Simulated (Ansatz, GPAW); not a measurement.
Given: the input of a run of GPAW 26.7.0 (ASE script) on PtSe2 (Sudovikovite). 

The input run.py:

```python
from ase import Atoms
from ase.dft.bandgap import bandgap
from ase.io import write
from ase.units import Bohr, GPa
from gpaw import GPAW, PW
from gpaw.elf import elf_from_dft_calculation

atoms = Atoms(['Pt', 'Se', 'Se'],
              cell=[[3.724, 0.0, 0.0],
                    [-1.862, 3.2250786037, 0.0],
                    [0.0, 0.0, 5.062]],
              scaled_positions=[[0.0, 0.0, 0.0],
                                [0.6666666667, 0.3333333333, 0.75],
                                [0.3333333333, 0.6666666667, 0.25]],
              pbc=True)

calc = GPAW(mode=PW(600),
            xc='PBE',
            kpts={'size': (8, 8, 5), 'gamma': True},
            occupations={'name': 'fermi-dirac', 'width': 0.05},
            nbands=26,
            convergence={'density': 1e-05, 'energy': 1e-05},
            maxiter=150,
            txt='gpaw.txt')
atoms.calc = calc
energy = atoms.get_potential_energy()
forces = atoms.get_forces()
stress = atoms.get_stress()
calc.write('gs.gpw')
write('result.traj', atoms)
print(f'Energy: {energy:.6f} eV')
print('Forces (eV/A):')
print(forces.round(4))
print('Stress (GPa):', (stress / GPa).round(3))
print('Fermi level:', round(calc.get_fermi_level(), 4), 'eV')
print(f'Gap: {bandgap(calc)[0]:.4f} eV, direct: {bandgap(calc, direct=True)[0]:.4f} eV')

# fields on the real-space grid
write('density.cube', atoms, data=calc.get_pseudo_density() * Bohr**3)
write('potential.cube', atoms, data=calc.get_electrostatic_potential())
write('elf.cube', atoms, data=elf_from_dft_calculation(calc).data)
```

Potentials or basis: GPAW PAW data sets (gpaw-data 1.2.1), pw.

Launch:

```bash
$ OMP_NUM_THREADS=1 python run.py
```

Question: Translate it to Ansatz 0.2.0. Potentials or basis there: Ansatz PAW, cutoff 420 eV.

Answer: As run (cutoffs and basis follow the program's own potentials, and thresholds, step limits or extra output files can differ):

input.yaml

```yaml
crystal:
  lattice:
    - [3.724, 0.0, 0.0]
    - [-1.862, 3.2250786037, 0.0]
    - [0.0, 0.0, 5.062]
  atoms:
    - { symbol: Pt, position: [0.0, 0.0, 0.0] }
    - { symbol: Se, position: [0.6666666667, 0.3333333333, 0.75] }
    - { symbol: Se, position: [0.3333333333, 0.6666666667, 0.25] }
hamiltonian:
  xc: pbe
  pseudopotentials: { kind: paw }
kpoints:
  mp_grid: { grid: [8, 8, 5] }
scf:
  occupations: { method: fermi_dirac, width: 0.05 }
output:
  forces: true
  stress: true
  eigenvalues: true
```

Potentials or basis: Ansatz PAW.

Run with:

```sh
$ ansatz run input.yaml --threads 1 --pin off --max-ram 3584MiB --backend cpu --events-out ev --progress --plain --runs-dir out
```

Both were run:

|  | GPAW | Ansatz |
| --- | --- | --- |
| Pressure | 7.4 GPa | 7.3 GPa |
| Largest force | 0.625 eV/Å | 0.592 eV/Å |

Ansatz's pressure holds a Pulay term of +0.03 GPa for its cutoff of 420 eV, which the other run lacks.

The potentials hold 28 and 50 valence electrons a cell.

Where Ansatz's input types no cutoff or centring, it takes its own default and a Γ-centred mesh.

Pressure is positive in compression.
